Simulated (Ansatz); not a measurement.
**BaTiO3 in Ansatz: the effect of Hubbard term**

BaTiO3:

```
Ba Ti O
1.0
     4.00730    0.00000    0.00000
     0.00000    4.00730    0.00000
     0.00000    0.00000    4.00730
Ba Ti O
1 1 3
Direct
  0.50903 0.45529 0.50668
  0.94374 0.06998 0.95431
  0.52053 0.00683 0.05543
  0.01265 0.49197 0.05272
  0.01405 0.97593 0.43085
```

The cell isn't the ideal one: all atoms moved at random, sigma 0.15 Å a component.

Alike in all runs:

```yaml
Program: Ansatz 0.2.0
Task: projected density of states
Functional: r2SCAN
Potentials_or_basis: Ansatz PAW
Cutoff: "500 eV (not typed: the program's choice for these potentials)"
k_mesh: 7 × 7 × 7
Occupations: fermi-dirac, width 0.05 eV
Spin: no spin polarisation
Hubbard_projectors: ortho-atomic (the default)
Double_counting: fll (the default)
```

| Hubbard term | gap on the mesh (eV) | pressure (GPa) | largest force (eV/Å) |
| --- | --- | --- | --- |
| none | 3.15 | 9.0 | 4.47 |
| Ti d U = 1 eV | 3.23 | 9.4 | 4.60 |
| Ti d U = 2 eV | 3.31 | 9.8 | 4.73 |
| Ti d U = 3 eV | ? | ? | ? |
| Ti d U = 4 eV | 3.50 | 10.8 | 5.02 |
| Ti d U = 5 eV | 3.61 | 11.3 | 5.18 |
| Ti d U = 6 eV | 3.70 | 11.8 | 5.34 |
| Ti d U = 8 eV | 3.91 | 13.0 | 5.70 |

Question: What does the run with Hubbard term Ti d U = 3 eV give?

Answer: gap on the mesh 3.41 eV; pressure 10.3 GPa; largest force 4.87 eV/Å.

Worked out: A parabola through the other rows of the gap on the mesh, of slope 0.0925 eV per eV there, gives 3.41 eV, against the run's 3.41. A parabola through the other rows of the pressure, of slope 0.472 GPa per eV there, gives 10.3 GPa, against the run's 10.3. A parabola through the other rows of the largest force, of slope 0.145 eV/Å per eV there, gives 4.87 eV/Å, against the run's 4.87.

Caveats: odd divisions of the mesh miss points on the zone boundary, where band edges often lie, so the gap on the mesh can be too wide; spin-orbit coupling is left out, which moves the levels of the heavy elements; the PAW data sets come from PBE, with cores solved anew for the run's functional, which leaves a small shift of forces and pressure; forces of over 1 eV/Å show positions far from the minimum, so gaps and moduli don't describe the material at rest; the density of states is complete only up to the lowest level of the last band computed.

A k mesh can miss the band edges.

A gap of «none» marks a metal or a gap under the smearing width.
